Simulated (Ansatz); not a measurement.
Here are 5 structures of MoS₂, each relaxed with r2SCAN+rVV10 (Ansatz). Computed values for non-magnetic cells; some structures come from databases, others from prototypes and may be hypothetical.

CdI2 type:
```
Mo S
1.0
     3.22024    0.00000    0.00000
    -1.61012    2.78881    0.00000
     0.00000    0.00000    5.94503
Mo S
1 2
Cartesian
  0.0000 0.0000 0.0000
  0.0000 1.8592 1.5459
  1.6101 0.9296 4.3991
```

2H-MoS2 type:
```
Mo S
1.0
     3.17302    0.00000    0.00000
    -1.58651    2.74792    0.00000
     0.00000    0.00000   12.43590
Mo S
2 4
Direct
  0.33333 0.66667 0.25000
  0.66667 0.33333 0.75000
  0.66667 0.33333 0.37510
  0.66667 0.33333 0.12490
  0.33333 0.66667 0.87510
  0.33333 0.66667 0.62490
```

CdCl2 type:
```
Mo S
1.0
     1.59653    0.92176    6.07723
    -1.59653    0.92176    6.07723
     0.00000   -1.84351    6.07723
Mo S
1 2
Direct
  0.00000 0.00000 0.00000
  0.24743 0.24743 0.24743
  0.75257 0.75257 0.75257
```

database R3m (3 atoms):
```
Mo S
1.0
     1.58759    0.91660    6.19393
    -1.58759    0.91660    6.19393
     0.00000   -1.83319    6.19393
Mo S
1 2
Direct
  0.00010 0.00010 0.00010
  0.24979 0.24979 0.24979
  0.41711 0.41711 0.41711
```

database P-6m2 (3 atoms):
```
Mo S
1.0
     3.17096    0.00000    0.00000
    -1.58548    2.74613    0.00000
     0.00000    0.00000    6.81004
Mo S
1 2
Direct
  0.00000 0.00000 0.00000
  0.33333 0.66667 0.22853
  0.33333 0.66667 0.77147
```

Q: Which is lowest in energy with r2SCAN+rVV10, and by how much?

A: With r2SCAN+rVV10 the two lowest, 2H-MoS2 type and database R3m (3 atoms), differ by 1 meV an atom, less than the 6 meV that these k meshes can be trusted to. Other structures, not computed here, could lie lower. In meV an atom: 2H-MoS2 type, 0; database R3m (3 atoms), 1; database P-6m2 (3 atoms), 25; CdI2 type, 293; CdCl2 type, 296.

Q: What gaps does r2SCAN give on these cells?

A: CdI2 type: none (overlap 1.26); 2H-MoS2 type: 1.03 i (Γ → K–Γ (0.47)); CdCl2 type: none (overlap 0.84); database R3m (3 atoms): 1.03 i (T → H₀–L (0.10)); database P-6m2 (3 atoms): 1.34 i (A → K) (eV; d direct, i indirect).

Q: What gaps does PBE give on these cells?

A: CdI2 type: none (overlap 1.10); 2H-MoS2 type: 0.94 i (Γ → K–Γ (0.50)); CdCl2 type: none (overlap 0.71); database R3m (3 atoms): 0.95 i (T → Γ–S₀ (0.50)); database P-6m2 (3 atoms): 1.27 i (A → K) (eV; d direct, i indirect).

The runs are scalar-relativistic, without spin-orbit coupling.

Overlapping bands make a metal at that level, for which these meshes are coarse; small forces, stresses and energy differences are uncertain.

Where an edge lies off the special points, it is a point of the mesh or the k point where a search put PBE's edge or least direct gap, reused for the other functionals, whose own edges may lie a little apart.
